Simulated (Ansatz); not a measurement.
# TiTe$_{2}$: levels along high-symmetry lines

```
CELL_PARAMETERS angstrom
0.00000 3.44206 3.44206
3.44206 0.00000 3.44206
3.44206 3.44206 0.00000
ATOMIC_POSITIONS crystal
Ti 0.00000 0.00000 0.00000
Te 0.25000 0.25000 0.25000
Te 0.75000 0.75000 0.75000
```

Atom numbers follow the list: Ti1, Te2, Te3.

The cell was built from the fluorite type and relaxed in the same program, and has space group Fm-3m; it needn't be a known or the stable phase.

Spin–orbit coupling is left out, though it moves levels of the heavy atoms by tenths of an eV or more.

Theory: DFT, PBE, all-electron LAPW, scalar-relativistic in Ansatz 0.2.0.

Settings: a Γ-centred 10×10×10 k mesh, Fermi–Dirac smearing of 0.03 eV, basis error target 1 meV/atom, no spin polarisation.

Points in fractions of the reciprocal vectors of this cell: Γ (0, 0, 0), X (0.5, 0, 0.5), U (0.625, 0.25, 0.625), K (0.375, 0.375, 0.75), L (0.5, 0.5, 0.5), W (0.5, 0.25, 0.75). The path joins them by straight lines in the order Γ–X–U–K–Γ–L–W–X; legs that retrace an earlier one aren't tabulated. Energies are in eV from the Fermi level.

**Question.** Is there a gap?

**Answer.** None at this level of theory (metallic, semimetallic, or a small gap that the functional closes).

**Question.** List the levels between -20 and 1.5 eV at the symmetry points.

**Answer.** 
Γ: -13.17, -9.40, -4.24 (×3), -0.25 (×3), -0.15 (×2)
X: -11.82, -10.77, -6.15, -4.58 (×2), -1.16 (×2), -0.45, 0.26, 0.89
U: -11.57, -11.18, -5.83, -4.46, -4.24, -1.74, -1.27, 0.02, 0.30, 0.72, 0.99
K: -11.57, -11.18, -5.83, -4.46, -4.24, -1.74, -1.27, 0.02, 0.30, 0.72, 0.99
L: -11.66, -11.50, -3.42 (×2), -3.22, -2.66 (×2), -2.46, 0.03 (×2), 0.88
W: -11.37 (×2), -5.68, -5.33, -2.82 (×2), -1.09, 0.11, 0.35, 1.12 (×2), 1.32
